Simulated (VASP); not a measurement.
# SnSe (Fm-3m) in VASP: notebook

One crystal, SnSe, is run at these levels: PBE; tasks: single point.

Program: VASP 6.6.1. These are calculated values, not measurements. Logs are shortened: lines on timing, memory, paths and dates and some standing lists are left out, and cuts for length are marked.

## 1. The cell of the first run

It takes space group Fm-3m (No. 225, cubic). The conventional cell has a = 6.184 Å, b = 6.184 Å, c = 6.184 Å, α = 90.00°, β = 90.00°, γ = 90.00°. Around Sn (site symmetry m-3m) lie 6 Se at 3.09 Å. Se (site symmetry m-3m) is surrounded by 6 Sn at 3.09 Å.

Measurements of this composition are mostly on another form, of space group No. 62.

## 2. Single point, PBE (Pb replaced by Sn, lengths x 0.984, strained and moved within the space group)

INCAR reads:

```
SYSTEM = SnSe
PREC = Accurate
ENCUT = 520
EDIFF = 1E-6
ISMEAR = 0
SIGMA = 0.01
LREAL = .False.
LASPH = .True.
NELM = 100
ALGO = Normal
ISIF = 2
LWAVE = .False.
LCHARG = .False.
GGA = PE
NBANDS = 17
```

KPOINTS reads:

```
regular mesh
0
Gamma
  10 10 10
  0 0 0
```

POSCAR reads:

```
SnSe
1.0
    0.0000000000      3.0921892080      3.0921892080
    3.0921892080      0.0000000000      3.0921892080
    3.0921892080      3.0921892080      0.0000000000
Sn Se
1 1
Direct
    0.0000000000      0.0000000000      0.0000000000
    0.5000000000      0.5000000000      0.5000000000
```

Potentials or basis: VASP PAW PBE potentials, release 64 (Sn_d, Se).

On the command line:

```
cat potpaw_PBE.64/Sn_d/POTCAR potpaw_PBE.64/Se/POTCAR > POTCAR
mpirun -np 1 vasp_std > vasp.out
```

OUTCAR:

```text
SYSTEM = SnSe
   PREC = Accurate
   ENCUT = 520
   EDIFF = 1E-6
   ISMEAR = 0
   LREAL = .False.
   LASPH = .True.
   NELM = 100
   ISIF = 2
   GGA = PE

 ion  position               nearest neighbor table
   1  0.000  0.000  0.000-   2 3.09   2 3.09   2 3.09   2 3.09   2 3.09   2 3.09
   2  0.500  0.500  0.500-   1 3.09   1 3.09   1 3.09   1 3.09   1 3.09   1 3.09

  LATTYP: Found a face centered cubic cell.
 ALAT       =     6.1843784160

  Lattice vectors:

 A1 = (   0.0000000000,   3.0921892080,   3.0921892080)
 A2 = (   3.0921892080,   0.0000000000,   3.0921892080)
 A3 = (   3.0921892080,   3.0921892080,   0.0000000000)

Analysis of symmetry for initial positions (statically):
=====================================================================
 Subroutine PRICEL returns:
 Original cell was already a primitive cell.

 Routine SETGRP: Setting up the symmetry group for a
 face centered cubic supercell.

 Subroutine GETGRP returns: Found 48 space group operations
 (whereof 48 operations were pure point group operations)
 out of a pool of 48 trial point group operations.

The static configuration has the point symmetry O_h .

Analysis of symmetry for dynamics (positions and initial velocities):
=====================================================================
 Subroutine PRICEL returns:
 Original cell was already a primitive cell.

 Routine SETGRP: Setting up the symmetry group for a
 face centered cubic supercell.

 Subroutine GETGRP returns: Found 48 space group operations
 (whereof 48 operations were pure point group operations)
 out of a pool of 48 trial point group operations.

The dynamic configuration has the point symmetry O_h .

 Subroutine INISYM returns: Found 48 space group operations
 (whereof 48 operations are pure point group operations),
 and found     1 'primitive' translations

----------------------------------------------------------------------------------------

                                     Primitive cell

  volume of cell :      59.1328

  direct lattice vectors                    reciprocal lattice vectors
     0.000000000  3.092189208  3.092189208    -0.161697738  0.161697738  0.161697738
     3.092189208  0.000000000  3.092189208     0.161697738 -0.161697738  0.161697738
     3.092189208  3.092189208  0.000000000     0.161697738  0.161697738 -0.161697738

  length of vectors
     4.373015915  4.373015915  4.373015915     0.280068697  0.280068697  0.280068697

  position of ions in fractional coordinates (direct lattice)
     0.000000000  0.000000000  0.000000000
     0.500000000  0.500000000  0.500000000

  ion indices of the primitive-cell ions
   primitive index   ion index
                 1           1
                 2           2

----------------------------------------------------------------------------------------

 KPOINTS: regular mesh

Automatic generation of k-mesh.
 Grid dimensions read from file:
 generate k-points for:   10   10   10

 Generating k-lattice:

  Cartesian coordinates                     Fractional coordinates (reciprocal lattice)
    -0.016169774  0.016169774  0.016169774     0.100000000  0.000000000  0.000000000
     0.016169774 -0.016169774  0.016169774     0.000000000  0.100000000  0.000000000
     0.016169774  0.016169774 -0.016169774     0.000000000  0.000000000  0.100000000

  Length of vectors
     0.028006870  0.028006870  0.028006870

  Shift w.r.t. Gamma in fractional coordinates (k-lattice)
     0.000000000  0.000000000  0.000000000

 Subroutine IBZKPT returns following result:
 ===========================================

 Found     47 irreducible k-points:

 Following reciprocal coordinates:
            Coordinates               Weight
  0.000000  0.000000  0.000000      1.000000
  0.100000  0.000000  0.000000      8.000000
  0.200000  0.000000  0.000000      8.000000
  0.300000  0.000000  0.000000      8.000000
  0.400000  0.000000  0.000000      8.000000
  0.500000  0.000000  0.000000      4.000000
[... 16 lines left out ...]
  0.300000  0.300000  0.000000      6.000000
  0.400000  0.300000  0.000000     24.000000
 [... further k-points ...]
   k-points           NKPTS =     47   k-points in BZ     NKDIM =     47   number of bands    NBANDS=     17
   number of dos      NEDOS =    301   number of ions     NIONS =      2
   total plane-waves  NPLWV =  46656
   dimension x,y,z NGX =    36 NGY =   36 NGZ =   36
   dimension x,y,z NGXF=    72 NGYF=   72 NGZF=   72
   ions per type =               1   1
   NGX,Y,Z   is equivalent  to a cutoff of  13.69, 13.69, 13.69 a.u.
   NGXF,Y,Z  is equivalent  to a cutoff of  27.37, 27.37, 27.37 a.u.
 SYSTEM =  SnSe
   PREC   = accura    normal or accurate (medium, high low for compatibility)
   ISTART =      0    job   : 0-new  1-cont  2-samecut
   ICHARG =      2    charge: 1-file 2-atom 10-const
   ISPIN  =      1    spin polarized calculation?
   LNONCOLLINEAR =      F non collinear calculations
   LSORBIT =      F    spin-orbit coupling
   LASPH  =      T    aspherical Exc in radial PAW
   ENCUT  =  520.0 eV  38.22 Ry    6.18 a.u.   8.13  8.13  8.13*2*pi/ulx,y,z
   NELM   =    100;   NELMIN=  2; NELMDL= -5     # of ELM steps
   EDIFF  = 0.1E-05   stopping-criterion for ELM
   LREAL  =      F    real-space projection
   EDIFFG = 0.1E-04   stopping-criterion for IOM
   NSW    =      0    number of steps for IOM
   IBRION =     -1    ionic relax: 0-MD 1-quasi-New 2-CG
   NFREE  =      0    steps in history (QN), initial steepest desc. (CG)
   ISIF   =      2    stress and relaxation
   ISYM   =      2    0-nonsym 1-usesym 2-fastsym
   POTIM  = 0.5000    time-step for ionic-motion
   TEBEG  =    0.0;   TEEND  =   0.0 temperature during run
   PSTRESS=    0.0 pullay stress
   NELECT =      20.0000    total number of electrons
   NUPDOWN=      -1.0000    fix difference up-down
   EMIN   =  10.00;   EMAX   =-10.00  energy-range for DOS
   EFERMI =   0.00;   METHOD = LEGACY
   ISMEAR =     0;   SIGMA  =   0.01  broadening in eV -4-tet -1-fermi 0-gaus
   EFERMI_NEDOS =   21; number of points for ismear=-14 and -15
   IALGO  =     38    algorithm
   IMIX   =      4    mixing-type and parameters
     AMIX     =   0.40;   BMIX     =  1.00
     AMIX_MAG =   1.60;   BMIX_MAG =  1.00
  volume/ion in A,a.u.               =      29.57       199.52
  Fermi-wavevector in a.u.,A,eV,Ry     =   1.140623  2.155465 17.701461  1.301021
  Thomas-Fermi vector in A             =   2.277325
   LORBIT       =      0    0 simple, 1 ext, 2 COOP (PROOUT), +10 PAW based schemes
   GGA     = PE    functional components
   LHFCALC =     F    Hartree Fock is set to
   AEXX    =    0.0000 exact exchange contribution
   IVDW    =     0    specifies the selected vdW correction
   LEPSILON=     F    determine dielectric tensor
   LRPA    =     F    only Hartree local field effects (RPA)
 non-spin polarized calculation
 Gauss-broadening in eV      SIGMA  =   0.01
  energy-cutoff  :      520.00
  volume of cell :       59.13
 maximum number of plane-waves:      1639
 NGX is ok and might be reduce to    36
   NGX = 17   NGY = 17   NGZ = 17

 number of electron      20.0000001 magnetization

 Free energy of the ion-electron system (eV)
  ---------------------------------------------------
  ext. energy  EPLUGINS =         0.00000000
  ---------------------------------------------------
  free energy    TOTEN  =        -8.18809116 eV

  energy without entropy =       -8.18809116  energy(sigma->0) =       -8.18809116

 E-fermi :   4.9040     XC(G=0):  -9.2340

 val. band max:        4.7772009916   @ k =   0.5000   0.0000   0.0000
 cond. band min:       5.0336738634   @ k =   0.5000   0.0000   0.0000
 fundamental gap:      0.2564728718
 Fermi energy:         4.9040404943

 k-point     1 :       0.0000    0.0000    0.0000
  band No.  band energies     occupation
      1     -16.9132      2.00000
      2     -16.9132      2.00000
      3     -16.9132      2.00000
      4     -16.9081      2.00000
      5     -16.9081      2.00000
      6      -8.6171      2.00000
[... 9 lines left out ...]
     16      10.6868      0.00000
     17      12.7964      0.00000

 k-point     2 :       0.1000    0.0000    0.0000
  band No.  band energies     occupation
      1     -16.9130      2.00000
      2     -16.9126      2.00000
      3     -16.9126      2.00000
      4     -16.9082      2.00000
      5     -16.9082      2.00000
      6      -8.5572      2.00000
[... 9 lines left out ...]
     16      10.9085      0.00000
     17      13.4012      0.00000

 k-point     3 :       0.2000    0.0000    0.0000
  band No.  band energies     occupation
      1     -16.9125      2.00000
      2     -16.9121      2.00000
      3     -16.9121      2.00000
      4     -16.9077      2.00000
      5     -16.9077      2.00000
      6      -8.3899      2.00000
[... 9 lines left out ...]
     16      11.5038      0.00000
     17      14.8121      0.00000

 k-point     4 :       0.3000    0.0000    0.0000
  band No.  band energies     occupation
      1     -16.9130      2.00000
      2     -16.9130      2.00000
      3     -16.9118      2.00000
      4     -16.9057      2.00000
      5     -16.9057      2.00000
      6      -8.1576      2.00000
[... 9 lines left out ...]
     16      12.4306      0.00000
     17      16.0523      0.00000
[... 343 lines left out ...]
      1     -16.9132      2.00000
      2     -16.9113      2.00000
      3     -16.9108      2.00000
      4     -16.9087      2.00000
      5     -16.9048      2.00000
      6      -8.0817      2.00000
[... 9 lines left out ...]
     16      13.8675      0.00000
     17      14.3091      0.00000

 k-point    23 :       0.3000    0.3000    0.0000
  band No.  band energies     occupation
      1     -16.9183      2.00000
      2     -16.9160      2.00000
      3     -16.9052      2.00000
      4     -16.9052      2.00000
      5     -16.9046      2.00000
      6      -8.0160      2.00000
[... 9 lines left out ...]
     16      14.4963      0.00000
     17      14.7039      0.00000

 k-point    24 :       0.4000    0.3000    0.0000
  band No.  band energies     occupation
      1     -16.9206      2.00000
      2     -16.9159      2.00000
      3     -16.9055      2.00000
      4     -16.9038      2.00000
      5     -16.9025      2.00000
      6      -7.8543      2.00000
[... 9 lines left out ...]
     16      15.0116      0.00000
     17      15.8294      0.00000

 [... further k-points ...]

------------------------ aborting loop because EDIFF is reached ----------------------------------------

  FORCE on cell =-STRESS in cart. coord.  units (eV):
  Direction    XX          YY          ZZ          XY          YZ          ZX
  --------------------------------------------------------------------------------------
  -------------------------------------------------------------------------------------
  Total       -0.9600599     -0.9600599     -0.9600599      0.0000000     -0.0000000     -0.0000000
  in kB      -26.0124191    -26.0124191    -26.0124191      0.0000000     -0.0000000     -0.0000000
  external PRESSURE =     -26.0124191 kB  Pullay stress =       0.0000000 kB

 VOLUME and BASIS-vectors are now :
 -----------------------------------------------------------------------------
  energy-cutoff  :      520.00
  volume of cell :       59.13
      direct lattice vectors                 reciprocal lattice vectors
     0.000000000  3.092189208  3.092189208    -0.161697738  0.161697738  0.161697738
     3.092189208  0.000000000  3.092189208     0.161697738 -0.161697738  0.161697738
     3.092189208  3.092189208  0.000000000     0.161697738  0.161697738 -0.161697738

 POSITION                                       TOTAL-FORCE (eV/Angst)
 -----------------------------------------------------------------------------------
      0.00000      0.00000      0.00000         0.000000      0.000000      0.000000
      3.09219      3.09219      3.09219        -0.000000     -0.000000     -0.000000
 -----------------------------------------------------------------------------------
    total drift:                               -0.000000      0.000000      0.000000

  FREE ENERGIE OF THE ION-ELECTRON SYSTEM (eV)
  ---------------------------------------------------
  free  energy   TOTEN  =        -8.1880911646 eV

  energy  without entropy=       -8.1880911646  energy(sigma->0) =       -8.18809116
```

Run time: 29 s. Hardware: 1 thread of AMD EPYC 9R45 (Zen 5), shared host; peak memory 0.2 GiB.

Results:

```
Free energy            : -8.1881 eV
Pressure               : -2.6 GPa
Band gap on the k mesh : 0.26 eV, direct
```

Levels at points of the mesh, in eV from the valence-band top:
| k point | band 7 | band 8 | band 9 | band 10 | band 11 | band 12 | band 13 | band 14 |
| --- | --- | --- | --- | --- | --- | --- | --- | --- |
| (0.00, 0.00, 0.00) | -5.36 | -2.01 | -2.01 | -2.01 | 3.97 | 3.97 | 3.97 | 5.91 |
| (0.50, 0.00, 0.00) | -7.72 | -1.78 | -1.78 | 0.00 | 0.26 | 1.24 | 1.24 | 7.99 |
| (0.50, 0.50, 0.00) | -6.05 | -4.97 | -3.31 | -3.31 | 3.24 | 4.86 | 4.86 | 5.42 |

Caveat: spin-orbit coupling is left out, which moves the levels of the heavy elements.

(Continued in part 2 of 2.)
